# Grey tin: seven questions on a table of levels

**Problem.** In grey tin each atom has four neighbours, as in diamond, and the cell holds two atoms. The table gives its electron levels from density functional theory with the SCAN functional, without spin-orbit coupling. Each row belongs to one wave vector k, which sets how far the phase of an electron wave turns from cell to cell. "Point a" and "point b" are its components along two reciprocal cell vectors; the third is zero.

"Level under 1" is the nearest level below the Fermi energy, and "level over 1" the nearest above it. Rows are named by their "level point". Point 1 is Γ, where all cells are in phase. Points 2 and 3 lie on the line from Γ to L, a point on the boundary of the zone.

Electron levels of grey tin (Sn, two-atom cell) from the program exciting sodium: SCAN functional, all-electron LAPW+lo, ZORA valence relativity, no spin polarisation or spin-orbit coupling, 7 × 7 × 7 k mesh, Methfessel-Paxton smearing of 0.136 eV. Energies are counted from the Fermi energy; the third component of k is 0.

| point a (reciprocal cell vector) | point b (reciprocal cell vector) | level point (row) | level under 4 (eV) | level under 3 (eV) | level under 2 (eV) | level under 1 (eV) | level over 1 (eV) | level over 2 (eV) |
| --- | --- | --- | --- | --- | --- | --- | --- | --- |
| 0.0000 | 0.0000 | 1 | -21.674 | -21.674 | -11.033 | -0.731 | 0.267 | 0.267 |
| 0.1429 | 0.0000 | 2 | -10.827 | -2.503 | -0.139 | -0.139 | 0.599 | 2.668 |
| 0.4286 | 0.0000 | 3 | -9.497 | -6.250 | -1.032 | -1.032 | 0.057 | 3.385 |
| 0.1429 | 0.1429 | 4 | -10.757 | -2.606 | -0.716 | -0.716 | 1.639 | 1.886 |
| 0.2857 | 0.1429 | 5 | -10.289 | -4.230 | -1.432 | -1.258 | 1.681 | 2.268 |
| 0.2857 | 0.2857 | 6 | -9.940 | -4.824 | -1.832 | -1.832 | 0.991 | 2.170 |
| 0.4286 | 0.2857 | 7 | -9.248 | -6.035 | -2.609 | -2.092 | 1.273 | 2.353 |

### 1. How many valence bands are filled at Γ, and how many at point 2?

**Answer.** Two atoms bring eight valence electrons, enough for four bands. Point 2 has these four filled levels. Γ has only two, at −11.033 and −0.731 eV; its two deepest entries are 4d levels of the tin atoms. Question 5 shows why two valence levels are missing there.

**Remark.** The columns count outwards from the Fermi energy and do not follow a band. Whoever reads "level under 1" as one continuous band finds a dip at Γ that does not exist.

### 2. Why does the lowest valence band rise from Γ to point 3, and by how much?

**Answer.** This band is built mainly from s orbitals that bond to their neighbours. At Γ the contributions of all four neighbours add in phase, so bonding is strongest. Away from Γ the phases differ and part of the bonding is lost. If S is the length of the sum of the four phase factors, the level rises by V(4 − S), where V is a bonding strength. A fit to the six points other than Γ gives V = 0.77 eV.

At point 3 three neighbours keep their phase and the fourth turns:

- Angle: 0.4286 × 360° = 154°, with cosine −0.90 and sine 0.43.
- Sum: S = √((3 − 0.90)² + 0.43²) = 2.14.
- Rise: 0.77 eV × (4 − 2.14) = 1.43 eV.

The full calculation gives 1.54 eV, so the estimate is 7 % below it. Point 3 was part of the fit and is its worst row.

**Remark.** Point 7 has a k of the same length as point 3, yet its lowest level is 0.25 eV higher. A free-electron parabola gives both the same energy; the phases give the right order but exaggerate the difference. The output below compares both models at every point. Near Γ, at points 2 and 4, the parabola is the closer one even without a fitted constant; the two models part mainly at points 3 and 7, nearer the zone boundary.

V is an effective number. It would put the antibonding s level at Γ 8 × 0.77 = 6.2 eV above the bonding one, whereas the table has 11.033 − 0.731 = 10.302 eV. Theory offers two reasons, which the table cannot separate: away from Γ, p orbitals mix into the lowest band and hold it down, and the overlap of neighbouring s orbitals makes the bonding band narrower than the antibonding one.

### 3. Is the distance of 0.998 eV at Γ a band gap?

**Answer.** No. The level below it is the antibonding s-like level, and the two equal levels above it belong to a p-like triplet, whose three members have the same energy by cubic symmetry. Four bands must be filled. The two s-like levels take the first two places, which leaves two places for three equal levels. The fourth and fifth bands therefore touch at Γ, and the gap between them is zero there.

**Remark.** The size of a distance does not make it a gap; the number of bands below it must match the number of electrons. The numbers show a single level below a degenerate one, while the names s-like and p-like come from the known symmetry of the diamond structure.

### 4. What becomes of the touching levels at point 2?

**Answer.** On the line towards L a triplet must split into a pair and a single level. The pair falls by 0.41 eV and is filled at point 2. The third member rises by 0.33 eV and stays empty. The distance of 0.738 eV at point 2 thus separates levels that were equal at Γ.

**Remark.** The pair can be recognised in the table by its equal energies. The path of the third member is an argument: levels of the same symmetry do not cross along a line, so the upper single level at point 2 must come from the triplet and the lower one from the s-like level.

### 5. Touching bands alone would put the Fermi energy at the triplet. Why does it lie lower?

**Answer.** The lowest empty level at point 3 is 0.21 eV below the triplet at Γ. Electrons lower their energy by leaving the triplet and entering the conduction band near L. This leaves holes at Γ and electrons near L, which makes the crystal a semimetal in this calculation. It also explains the count in question 1: the triplet at Γ has been emptied.

**Remark.** Two separate facts are at work. The order of levels at Γ makes the bands touch; the low valley near L makes them overlap. No conduction level in the table lies below the zero, so at the points shown the valley holds its electrons only through the smearing (question 7).

### 6. What would change with germanium in place of tin, or with spin-orbit coupling?

**Answer.** In germanium the antibonding s-like level lies above the triplet. One s-like level and three p-like levels then make exactly four filled bands, and a gap opens. Two causes are expected to bring that level down in tin. The longer bond weakens the bonding, which narrows the distance between the two s-like levels, and the larger nuclear charge makes the electrons near the nucleus faster, a relativistic effect that lowers s levels most. This single calculation tests neither. The gap of germanium is that of the real material; semilocal functionals are known to shrink it strongly or close it.

Spin-orbit coupling would split the triplet in tin by roughly 0.75 eV, a recalled size. To keep the average in place, the upper two thirds of the states rise by 0.25 eV and the lower third falls by 0.5 eV. If the other levels stay put, even the lower part remains about 0.5 eV above the s-like level, so the computed order at Γ survives. The overlap with the level at point 3 grows from 0.21 to about 0.46 eV. Functionals of this kind tend to place the s-like level too low, however: in real grey tin it is known to lie between the two parts of the split triplet.

**Remark.** Counting again shows that the touching survives as well. The upper part has four places, spin included, and only two electrons are left for it.

### 7. Which digits can be trusted?

**Answer.** Energies counted from the Fermi energy are the weaker ones, because that zero hangs on a few k points. Γ is one of 7 × 7 × 7 = 343 mesh points, and its two empty bands leave four electrons to be placed elsewhere. If only the eight points equivalent to point 3 took them, their lowest conduction level would be one quarter filled. That level lies 0.057 eV above zero, less than half the smearing width, so a partial filling is plausible. With less smearing the zero is expected to move up towards that level, and another mesh could shift it again, so even the second decimal of such a level is unsure.

Differences between levels do not depend on the zero. For the same crystal potential, extra k points could only enlarge the overlap of 0.21 eV, since they might find a lower conduction level, for instance at L itself. Spin-orbit coupling, however, changes distances by tenths of an eV.

**Remark.** Real grey tin is known as a zero-gap semiconductor whose valley at L lies slightly above the touching point, so the overlap found here should not be carried over to the material. The missing spin-orbit coupling does not explain the difference, since by the estimate of question 6 it would widen the overlap. A functional that places s-like conduction levels too low is the likelier cause, though one run on one mesh cannot show it. The equal energies of the pairs and the place of the s-like level below the touching point are the safer readings; how far below it lies is less certain.

Printed output of the fit:

```
fit of rise on 6 rows (level_point > 1.5): coefficient of hop 0.7694 +/- 0.018; rms 0.0568, worst 0.4286 -0.107, leave-one-out rms 0.0741
  rows outside the fit (model, value, miss): 0.0 0, 0, 0
Lowest valence band and distance across the Fermi energy, eV:
     row   rise  free_electron  bonding_model  distance
     0.0      0              0              0     0.998
  0.1429  0.206         0.2203         0.2257     0.738
  0.4286  1.536          1.982          1.429     1.089
  0.1429  0.276         0.2937          0.305     2.355
  0.2857  0.744         0.8073         0.7886     2.939
  0.2857  1.093          1.174          1.159     2.823
  0.4286  1.785          1.982          1.801     3.365
rms miss of free-electron parabola, points 2 to 7, eV: 0.2036
Point 7 above point 3 in the lowest band at equal length of k, eV: 0.249
Empty pair above s-like level at Gamma, eV: 0.998
Fall of s-like level from Gamma to point 2, eV: 1.772
Fall of the pair from Gamma to point 2, eV: 0.406
Rise of third triplet member from Gamma to point 2, eV: 0.332
Lowest empty level at point 3 below the pair at Gamma, eV: 0.21
Lowest empty level at point 3 in units of the smearing width: 0.4191
Splitting of the top two valence levels at point 5, eV: 0.174
Splitting of the top two valence levels at point 7, eV: 0.517
Estimate with spin-orbit: upper triplet part above s-like level, eV: 1.248
Estimate with spin-orbit: lower triplet part above s-like level, eV: 0.498
Estimate with spin-orbit: upper triplet part above level at point 3, eV: 0.46
Electrons missing at Gamma, per cell: 0.01166
Filling needed at the eight points like point 3 if they alone take these electrons: 0.25
```
